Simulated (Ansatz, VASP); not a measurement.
B in VASP and in Ansatz

```
B
1.0
     2.70273    0.00000    0.00000
     0.00000    2.70273    0.00000
     0.00000    0.00000    2.70273
B
3
Cartesian
  1.3514 0.0000 0.0000
  0.0000 1.3514 0.0000
  0.0000 0.0000 1.3514
```

Alike in both runs: functional PBE; k mesh 6 × 6 × 6; occupations gaussian, width 0.1 eV; no spin polarisation.

Ansatz relaxed the structure, and its values are those at the end. VASP's run is a single point on that final structure, the one shown.

|  | VASP | Ansatz |
| --- | --- | --- |
| version | VASP 6.6.1 | Ansatz 0.2.0 |
| potentials or method | VASP PAW PBE potentials, release 64 (B) | scalar-relativistic, plane waves, PAW |
| plane-wave cutoff (eV) | 520 | 420 |
| valence electrons in the cell | 9 | 9 |

|  | VASP | Ansatz | Ansatz less VASP |
| --- | --- | --- | --- |
| gap on the k mesh at the Fermi level (eV) | none | none | - |
| pressure (GPa) | -0.3 | -0.3 | -0.02 |

A gap of «none» marks a metal or a gap that the smearing closes.

Caveats: the k mesh is coarse (spacing up to 0.39 Å⁻¹), so the values aren't converged.
